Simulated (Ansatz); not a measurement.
The system is MnO.

```
CELL_PARAMETERS angstrom
0.00000 2.22200 2.22200
2.22200 0.00000 2.22200
2.22200 2.22200 0.00000
ATOMIC_POSITIONS crystal
Mn 0.00000 0.00000 0.00000
O 0.50000 0.50000 0.50000
```

Base run:

```yaml
Program: Ansatz 0.2.0
Functional: PBE
Potentials_or_basis: Ansatz PAW
Cutoff: "420 eV (not typed: the program's choice for these potentials)"
k_mesh: 9 × 9 × 9
Occupations: fermi-dirac, width 0.05 eV
Spin: collinear spin, ferromagnetic start
Starting_moments: "[6.0, 0.0] μB"
Fixed_moment: 6 μB
```

Its results: pressure 38.0 GPa; site moments Mn +4.27; O +0.86 μB.

Q: The run is repeated on the same cell with these changes: fixed moment from 6 μB to 4 μB; moments at the start from [6.0, 0.0] to [4.0, 0.0]. What comes out?

A: Pressure -12.5 GPa; site moments Mn +3.53; O +0.09 μB.

Caveats: the total moment is fixed, so each spin has its own Fermi level; a cell with one magnetic atom can't hold antiferromagnetic order, which such compounds often take; the thresholds are loose for stress; a pressure of tens of GPa on the cell as given is suspect, and the run, the potentials or the cell itself is likely at fault (some runs).
